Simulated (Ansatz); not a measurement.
Theory: DFT PBE, scalar-relativistic, plane waves, PAW (Ansatz). All cells share a 420 eV cutoff and Γ-centred k meshes spaced at most about 0.3 Å⁻¹ (about 0.25 or finer for metals, 2π included). No spin polarisation in the final relaxations.

All energies are static (0 K, no zero-point motion).

Two relaxed structures of K₃H:

1.

```xyz
4
Lattice="3.8890 0.0000 0.0000 0.0000 3.8890 0.0000 0.0000 0.0000 11.4939" Properties=species:S:1:pos:R:3 pbc="T T T"
K     1.9445    1.9445    1.7428
K     1.9445    1.9445    9.7511
K     0.0000    0.0000    5.7470
H     0.0000    0.0000    0.0000
```

2.

```xyz
4
Lattice="8.1958 0.0000 0.0000 -4.0979 7.0978 0.0000 0.0000 0.0000 4.7230" Properties=species:S:1:pos:R:3 pbc="T T T"
K     0.0000    4.7319    2.3615
K     4.0979    2.3659    2.3615
K     0.0000    0.0000    2.3615
H     0.0000    0.0000    0.0000
```

**Question.** Which would you expect to be lower, and how large is the difference?

**Answer.** Cell 1 is lower, by 153 meV/atom. Cell 1 has space group P4/mmm (No. 123), 43.5 Å³/atom and no gap on its mesh; cell 2 has space group P6/mmm (No. 191), 68.7 Å³/atom and no gap. Counting K atoms around H (those within 1.25 times the shortest such distance or 1.15 times the sum of covalent radii, 1.27 where that leaves under three), cell 1 has H 8 and cell 2 has H 2. The denser one is the lower, and pressure would at first widen the difference. Even the lower one lies +0.06 eV/atom against the reference forms of the elements (uncorrected), a margin that errors in the energy of the gaseous reference can exceed. Both come from invented guesses.

With hydrogen, zero-point motion can shift such differences by 10 meV/atom or more. Cells relaxed within their symmetry can be saddle points.
